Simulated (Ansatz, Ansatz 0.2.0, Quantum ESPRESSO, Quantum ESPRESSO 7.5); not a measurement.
# BaB₆ lattice constant with PBEsol: recommended k mesh and cutoff, and the larger effect of the set-up

## Background

The reference is the cubic lattice constant of BaB₆ at 100 K, from "Spatial distribution of electrons near the Fermi level in the metallic LaB6 through accurate X-ray charge density study" (2017, PubMed Central 5264647). Synchrotron powder diffraction on a commercial powder with particles below 5 µm was evaluated by Rietveld refinement. The study compared the valence charge densities of semiconducting BaB₆ and metallic LaB₆ to locate the electrons near the Fermi level in the latter; the lattice constant was determined along the way. Its stated uncertainty covers the fit alone. The wavelength, calibrated on a CeO₂ standard, adds a scale error of about 0.0004 Å, which is the more realistic measure of how well a is known for this sample.

| compared with | measured | source's wording or label | T (K) | method |
| --- | --- | --- | --- | --- |
| a (Å) | 4.25899 | 4.25899 ± 3e-06 A | 100 | synchrotron powder X-ray diffraction, Rietveld |

Conditions are those given with the value in the passage it was taken from; "not stated" means there, and the paper may say more elsewhere.

## Strategy

The aim is to find the lightest settings that give the lattice constant of BaB₆ reliably, and to see what heavier ones cost. The model is the perfect seven-atom CaB₆-type cell, nonmagnetic, with the cell edge and the one free boron coordinate relaxed. PBEsol is the working level, since it was designed for the equilibrium geometry of solids and costs no more than any other semilocal functional of its class.

Success means a within 0.5 % of the measured value, about 0.02 Å. That is a sensible demand on a semilocal functional for a stiff boron network, and it leaves room for what a static calculation omits: zero-point motion of the light boron atoms, with a little thermal expansion up to 100 K, should lengthen the real cell by roughly a few tenths of a per cent. The numerical settings get a tighter limit: a saving is accepted if it moves a by less than 0.1 %, about 0.004 Å, against the denser or higher setting.

The k mesh is tested first, then the plane-wave cutoff, each with everything else held fixed. The potentials are checked after that, and other functionals give the scale of the error of theory. The relaxations start from a diffraction cell with a = 4.268 Å, which is about 0.2 % longer than the reference, so staying near the start would not by itself be agreement.

Plain PBE is not among the levels examined in this study.

System: BaB6 (barium hexaboride), cubic CaB6-type; Pm-3m (No. 221), 7 atoms in the primitive cell; the database structure is a diffraction structure: a = 4.268 Å; structure from the Crystallography Open Database.

## 1. How dense a k mesh is needed

BaB₆ sits at the border between semimetal and narrow-gap semiconductor, and semilocal functionals tend to close the gap at X. A small pocket of band overlap could make the mesh matter more than in an ordinary insulator. On the other hand, the bonding of the boron cage, which sets the cell edge, involves whole bands and should be sampled well by a modest mesh. We relax the cell with 4×4×4, 8×8×8 and 10×10×10 points at the default cutoff and expect the two denser meshes to agree closely; the coarse one is the candidate for a saving.

**Run 1.** Ansatz 0.2.0: PBEsol, cell and atoms relaxed from the database structure, PAW set soft_2, cutoff 420 eV (default), 4x4x4 k mesh, Gaussian smearing 0.01 eV.

Key lines of the input:
```
crystal:
  # lattice and atoms
kpoints:
  mp_grid: { grid: [4, 4, 4] }
hamiltonian:
  xc: pbesol
scf:
  occupations: { method: gaussian, width: 0.01 }
output:
  stress: true
relax:
  adjacent_minimum: "off"
  max_steps: 60
  cell: { stress_tol: 0.03 }
```

Command:
```
ansatz run input.yaml --threads 8 --pin off --max-ram 16384MiB --backend cpu --events-out ev --progress --plain --runs-dir out
```

Selected lines of the output:
```
Basis set: ecut = 420 eV, 1503 PW (Γ) [...]
k-points: 10 of 64
    - [4.2379925174915085, 0.0, 0.0]
```

Converged; 1.5 s on 8 cores of Arm Neoverse V2, shared host.

**Run 2.** Ansatz 0.2.0: PBEsol, cell and atoms relaxed from the database structure, PAW set soft_2, cutoff 420 eV (default), 8x8x8 k mesh, Gaussian smearing 0.01 eV.

Key lines of the input, as changed from run 1:
```diff
  kpoints:
-   mp_grid: { grid: [4, 4, 4] }
+   mp_grid: { grid: [8, 8, 8] }
```

Selected lines of the output:
```
Basis set: ecut = 420 eV, 1503 PW (Γ) [...]
k-points: 35 of 512
    - [4.2418745148642625, 0.0, 0.0]
```

Converged; 3.2 s on the same hardware.

**Run 3.** Ansatz 0.2.0: PBEsol, cell and atoms relaxed from the database structure, PAW set soft_2, cutoff 420 eV (default), 10x10x10 k mesh, Gaussian smearing 0.01 eV.

Key lines of the input, as changed from run 1:
```diff
  kpoints:
-   mp_grid: { grid: [4, 4, 4] }
+   mp_grid: { grid: [10, 10, 10] }
```

Selected lines of the output:
```
    - [4.241243721947487, 0.0, 0.0]
```

Converged; 5.4 s on the same hardware.

| quantity | run 1 | run 2 | run 3 | measured |
| --- | --- | --- | --- | --- |
| a (Å) | 4.2380 | 4.2419 | 4.2412 | 4.25899 |
| conventional cell volume (Å³) | 76.12 | 76.33 | 76.29 |  |

The 8×8×8 and 10×10×10 meshes agree to 0.0006 Å, far inside the numerical limit, so 8×8×8 is dense enough for the lattice constant. The 4×4×4 mesh gives a cell edge 0.0039 Å shorter than 8×8×8. That is just under the 0.1 % allowed for a saving, but it matters here because PBEsol already lies below experiment: the miss is 0.40 % with 8×8×8 and 0.49 % with 4×4×4. The coarse mesh thus spends nearly all of the remaining margin to bring a relaxation from 3.2 s down to 1.5 s, which is no useful gain for a cell of seven atoms. Going up to 10×10×10 costs 5.4 s and changes nothing of consequence.

## 2. Plane-wave cutoff, below and above the default

With the mesh held at 8×8×8, the cutoff is now lowered to 290 eV and raised to 590 eV. Boron's compact 2p states are demanding for plane waves, and the stress converges more slowly than energy differences, so I expect the low cutoff to shift the cell edge by more than the 0.1 % limit. The high one tests the default itself, on which the 0.40 % deviation rests; a change of even 0.1 % there would bear on the pass.

**Run 4.** Ansatz 0.2.0: PBEsol, cell and atoms relaxed from the database structure, PAW set soft_2, cutoff 290 eV, 8x8x8 k mesh, Gaussian smearing 0.01 eV.

Key lines of the input, as changed from run 2:
```diff
+ basis:
+   ecutwfc: 290.0
```

Selected lines of the output:
```
Basis set: ecut = 290 eV, 847 PW (Γ) [...]
    - [4.239665093609045, 0.0, 0.0]
```

Converged; 2.5 s on the same hardware. Warnings: cutoff_below_recommended (in short: A typed cutoff is below a recommended value, from the records, the datasets' recipe or DFPT's needs, possibly lowering the density cutoff; compare with a higher-cutoff run).

**Run 5.** Ansatz 0.2.0: PBEsol, cell and atoms relaxed from the database structure, PAW set soft_2, cutoff 590 eV, 8x8x8 k mesh, Gaussian smearing 0.01 eV.

Key lines of the input, as changed from run 2:
```diff
+ basis:
+   ecutwfc: 590.0
```

Selected lines of the output:
```
Basis set: ecut = 590 eV, 2517 PW (Γ) [...]
    - [4.241334381112676, 0.0, 0.0]
```

Converged; 4.6 s on the same hardware.

| quantity | run 4 | run 5 | measured |
| --- | --- | --- | --- |
| a (Å) | 4.2397 | 4.2413 | 4.25899 |
| conventional cell volume (Å³) | 76.21 | 76.30 |  |

Raising the cutoff from 420 to 590 eV shortens the cell edge by only 0.0005 Å, so the default is adequate and the deviation from experiment stays at about 0.4 %.

The 290 eV run did better than I expected. Its cell edge is 0.0022 Å below the default result and 0.0017 Å below the one at 590 eV, both within the 0.1 % limit. The program warns that this cutoff is below the recommended value, which may also lower the density cutoff, and advises comparison with a higher one. In that comparison 290 eV happens to reproduce this lattice constant with these potentials, which does not make it a safe setting. As the saving is less than a second per relaxation, the default remains the better setting for routine use.

## 3. Other potentials and two other functionals

Mesh and cutoff leave the PBEsol cell too short by several times their own effect. Before that is put down to the functional, the potentials need a check: PBEsol is repeated in Quantum ESPRESSO with norm-conserving PseudoDojo potentials on the same 8×8×8 mesh. This changes program and potentials together, so agreement would support both, while a difference could not be assigned to either alone.

LDA and r2SCAN, run with the original PAW set, provide the scale for the error of theory. LDA should give a clearly shorter cell, as it usually overbinds; for r2SCAN I expect a value somewhat longer than that of PBEsol.

**Run 6.** Quantum ESPRESSO 7.5: PBEsol, PseudoDojo norm-conserving potentials, cell and atoms relaxed from the database structure, cutoff 76 Ry, 8x8x8 k mesh, Gaussian smearing 0.01 eV.

Key lines of the input:
```
! potential files: PseudoDojo norm-conserving potentials, made for PBEsol
&control
  calculation = 'vc-relax'
  etot_conv_thr = 1.0d-5
  nstep = 60
/
&system
  nat = 7
  ntyp = 2
  ecutwfc = 76
  nbnd = 20
  occupations = 'smearing'
  smearing = 'gaussian'
  degauss = 0.00073
/
&electrons
  conv_thr = 1.0d-8
  electron_maxstep = 100
  mixing_beta = 0.4
/
&ions
/
&cell
  press_conv_thr = 0.5
/
ATOMIC_SPECIES
  Ba 137.327 Ba.upf
  B 10.810 B.upf
[... cell and positions ...]
K_POINTS automatic
  8 8 8 0 0 0
```

Command:
```
OMP_NUM_THREADS=1 mpirun -n 8 pw.x -nk 8 -in relax.in > relax.out
```

Selected lines of the output:
```
          total   stress  (Ry/bohr**3)                   (kbar)     P=       -0.07
CELL_PARAMETERS (angstrom)
   4.248894509   0.000000000   0.000000000
```

Converged; 46 s on 8 cores of Arm Neoverse V1, shared host.

**Run 7.** Ansatz 0.2.0: LDA, cell and atoms relaxed from the database structure, PAW set soft_2, cutoff 420 eV (default), 8x8x8 k mesh, Gaussian smearing 0.01 eV.

Key lines of the input, as changed from run 2:
```diff
  hamiltonian:
-   xc: pbesol
+   xc: lda
```

Selected lines of the output:
```
    - [4.208229436437351, 0.0, 0.0]
```

Converged; 4.1 s on 8 cores of Arm Neoverse V2, shared host.

**Run 8.** Ansatz 0.2.0: r2SCAN, cell and atoms relaxed from the database structure, PAW set soft_2, cutoff 500 eV (default), 8x8x8 k mesh, Gaussian smearing 0.01 eV.

Key lines of the input, as changed from run 2:
```diff
  hamiltonian:
-   xc: pbesol
+   xc: r2scan
```

Selected lines of the output:
```
relax step   1: F+E_penalty+E_count = -6907.30177637 eV  [...]  P = +0.344 GPa  Ω = 77.745 Å³  (6 SCF iters, dr2 threshold 1.00e-7 eV, accepted)
relax step   2: F+E_penalty+E_count = -6907.30449923 eV  [...]  P = +0.368 GPa  Ω = 77.644 Å³
relax step   6: F+E_penalty+E_count = -6907.30576419 eV  [...]  P = +0.000 GPa  Ω = 77.731 Å³
    - [4.267739253571076, 0.0, 0.0]
```

Converged; 6.2 s on the same hardware.

| quantity | run 6 | run 7 | run 8 | measured |
| --- | --- | --- | --- | --- |
| a (Å) | 4.2489 | 4.2082 | 4.2677 | 4.25899 |
| conventional cell volume (Å³) | 76.71 | 74.52 | 77.73 |  |
| final pressure (GPa) | −0.007 | – | – |  |

The Quantum ESPRESSO run with norm-conserving potentials gives a cell edge 0.0070 Å longer than the PAW run on the same mesh, and reduces the PBEsol deviation from 0.40 to 0.24 %. Both values meet the 0.5 % target, but the 0.17 % between them is more than the 0.1 % allowed for a numerical saving and about ten times the effect of the last step in mesh or cutoff. The PAW deviation therefore can't be put down to the functional alone. Whether the difference comes from the potentials, the cutoff of 76 Ry, which was not varied, or something else in the two set-ups remains open.

LDA gives a cell 1.2 % too short and misses the target. r2SCAN comes out 0.21 % too long and meets it. Its result lies almost on the starting cell, but the relaxation first shortened the cell, then lengthened it again and ended at zero pressure, so this is a minimum and not a walk that failed to start. The order of the three functionals is the expected one. PBEsol and r2SCAN lie on opposite sides of experiment, and their deviations are too similar, given the spread between the two PBEsol set-ups, to prefer one over the other on this lattice constant.

## 4. Separating the potentials from the program

The two PBEsol set-ups differ by 0.0070 Å, and the comparison changed program and potentials at once. Repeating the relaxation in Ansatz with PseudoDojo norm-conserving potentials, at 1034 eV (the same cutoff as the 76 Ry used in Quantum ESPRESSO) and on the same 8×8×8 mesh, separates the two. A cell edge near 4.249 Å would point to the potentials, one near 4.242 Å to the program. I expect the former, since two plane-wave codes given the same kind of potentials should agree closely.

**Run 9.** Ansatz 0.2.0: PBEsol, PseudoDojo norm-conserving pseudopotentials, cell and atoms relaxed from the database structure, cutoff 1034 eV (default), 8x8x8 k mesh, Gaussian smearing 0.01 eV.

Key lines of the input, as changed from run 2:
```diff
  hamiltonian:
+   pseudopotentials: { kind: nc, accuracy: standard }
```

Selected lines of the output:
```
relax step   1: F+E_penalty+E_count = -1244.49415516 eV  [...]  P = -1.862 GPa  Ω = 77.745 Å³  (7 SCF iters, dr2 threshold 1.00e-7 eV, accepted)
relax step   6: F+E_penalty+E_count = -1244.51508999 eV  [...]  P = -0.007 GPa  Ω = 76.453 Å³
    - [4.244222106473384, 0.0, 0.0]
```

Converged; 9.1 s on the same hardware.

| quantity | run 9 | measured | deviation |
| --- | --- | --- | --- |
| a (Å) | 4.2442 | 4.25899 | −0.0148 (−0.3 %) |
| conventional cell volume (Å³) | 76.45 |  |  |

The result lies between the two earlier ones and does not bear out my expectation. Within Ansatz, going from the PAW set to norm-conserving potentials lengthens the cell edge by 0.0023 Å. A further 0.0047 Å separates this run from the Quantum ESPRESSO one, although both use PseudoDojo potentials, the same cutoff and the same mesh. The change of potential type thus accounts for about a third of the original difference, and the larger part remains between the two norm-conserving set-ups.

That remainder is too large for the stopping thresholds. In run 9 the starting cell, with an edge about 0.024 Å longer than at the minimum, had a negative pressure of almost 2 GPa, while both relaxations ended within 0.01 GPa of zero. By that measure the leftover pressure is worth only about 0.0001 Å. Whether the two potential files are identical was not examined here, so the cause stays open between the files and their treatment in the two programs.

For the target this changes nothing: the new deviation is 0.35 %, and all three PBEsol set-ups give a cell that is too short by 0.24 to 0.40 %.

## Results at a glance

| run | settings | a (Å) | deviation | cost |
| --- | --- | --- | --- | --- |
| 1 | Ansatz: PBEsol, 4x4x4 mesh | 4.2380 | −0.0210 (−0.5 %) | under 1 core-min |
| 2 | Ansatz: PBEsol, PAW set soft_2, cutoff 420 eV (default), 8x8x8 k mesh | 4.2419 | −0.0171 (−0.4 %) | under 1 core-min |
| 3 | Ansatz: PBEsol, 10x10x10 mesh | 4.2412 | −0.0177 (−0.4 %) | under 1 core-min |
| 4 | Ansatz: PBEsol, cutoff 290 eV | 4.2397 | −0.0193 (−0.5 %) | under 1 core-min |
| 5 | Ansatz: PBEsol, cutoff 590 eV | 4.2413 | −0.0177 (−0.4 %) | under 1 core-min |
| 6 | Quantum ESPRESSO: PBEsol, PseudoDojo, cutoff 76 Ry | 4.2489 | −0.0101 (−0.2 %) | 6.1 core-min |
| 7 | Ansatz: LDA, PAW set soft_2, cutoff 420 eV (default), 8x8x8 k mesh | 4.2082 | −0.0508 (−1.2 %) | under 1 core-min |
| 8 | Ansatz: r2SCAN, cutoff 500 eV | 4.2677 | +0.0087 (+0.2 %) | under 1 core-min |
| 9 | Ansatz: PBEsol, PseudoDojo, cutoff 1034 eV | 4.2442 | −0.0148 (−0.3 %) | 73 core-s |
|  | measured | 4.25899 |  |  |

## How well does the simulation do?

PBEsol meets the 0.5 % target. With the PAW set, the default cutoff of 420 eV and an 8×8×8 mesh, the lattice constant is 0.40 % too short, and the relaxation takes 3.2 s on eight cores. These are the recommended settings.

The 4×4×4 mesh also stays within the 0.1 % numerical limit, but only narrowly, and it uses up almost all of the margin to experiment for a saving of under two seconds. The 290 eV result also fell within that limit, but this cutoff lies below the recommended value, so its closeness is best treated as chance and not relied on for other quantities. The 10×10×10 mesh and the 590 eV cutoff confirmed the recommended settings and are unnecessary in routine work.

The choice of set-up matters more than either setting. Three combinations of program and potentials spread over 0.0070 Å with PBEsol, all within the target. Changing the potentials within Ansatz explains about a third of this; the rest, between the two norm-conserving runs, is unexplained.

Zero-point motion, with a little thermal expansion, should lengthen the static cell by roughly a few tenths of a per cent. That has the right sign and size to account for much of the PBEsol deficit, though no run tested it. The same allowance would take r2SCAN, already 0.21 % too long, further from experiment, so its smaller deviation does not make it the better functional. LDA misses by 1.2 %. The effect of metal vacancies, common in hexaboride samples, was not examined.

[Logs are printed without paths, hosts, clocks, repeated set-up lines and the standing remarks that a program may print on its own settings, such as how far it seeks lower states.]

[The runs shown are a pick from a larger set of finished runs; failed, doubtful and other runs were left out of it ahead of writing. So were measured values far from every level or from commonly accepted values, and agreement can look better than it is. Lines of input and output are excerpts and may be shortened.]

[Plain PBE was run on this system too; it isn't shown.]
